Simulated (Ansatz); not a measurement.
## BN under pressure

Theory: DFT PBEsol, scalar-relativistic, plane waves, PAW (Ansatz). Plane waves to 420 eV; Γ-centred k mesh 12×12×12; fixed occupations. No spin polarisation. Phonons by linear response, acoustic sum rule imposed.

Equilibrium structure at this level:
```cif
data_structure
_symmetry_space_group_name_H-M 'P 1'
_symmetry_Int_Tables_number 1
_cell_length_a 2.5496
_cell_length_b 2.5496
_cell_length_c 2.5496
_cell_angle_alpha 60.000
_cell_angle_beta 60.000
_cell_angle_gamma 60.000
_cell_volume 11.72
loop_
_atom_site_label
_atom_site_type_symbol
_atom_site_fract_x
_atom_site_fract_y
_atom_site_fract_z
_atom_site_occupancy
B1 B 0.00000 0.00000 0.00000 1
N1 N 0.75000 0.75000 0.75000 1
```

Question: The cell is relaxed again at -1 and 1 and 3 and 4 and 6 and 8 and 9 and 12 and 15 and 16 and 20 and 25 and 30 and 40 and 50 GPa. How do volume, gap and optical modes at Γ (cm⁻¹, counted from the lowest optical one; a degenerate one stands once) change?

Answer:
```tsv
	0 GPa	-1 GPa	1 GPa	3 GPa	4 GPa	6 GPa	8 GPa	9 GPa	12 GPa	15 GPa	16 GPa	20 GPa	25 GPa	30 GPa	40 GPa	50 GPa
V/V0	1.000	1.003	0.997	0.992	0.990	0.985	0.980	0.978	0.971	0.964	0.962	0.954	0.943	0.934	0.915	0.899
gap (eV)	4.30	4.30	4.30	4.31	4.31	4.31	4.32	4.32	4.33	4.33	4.34	4.35	4.35	4.36	4.38	4.40
ε∞, mean	4.63	4.63	4.63	4.62	4.62	4.62	4.61	4.61	4.60	4.60	4.60	4.59	4.58	4.57	4.55	4.54
mode 1	1047	1043	1050	1057	1060	1066	1073	1076	1085	1094	1097	1109	1124	1138	1165	1191
```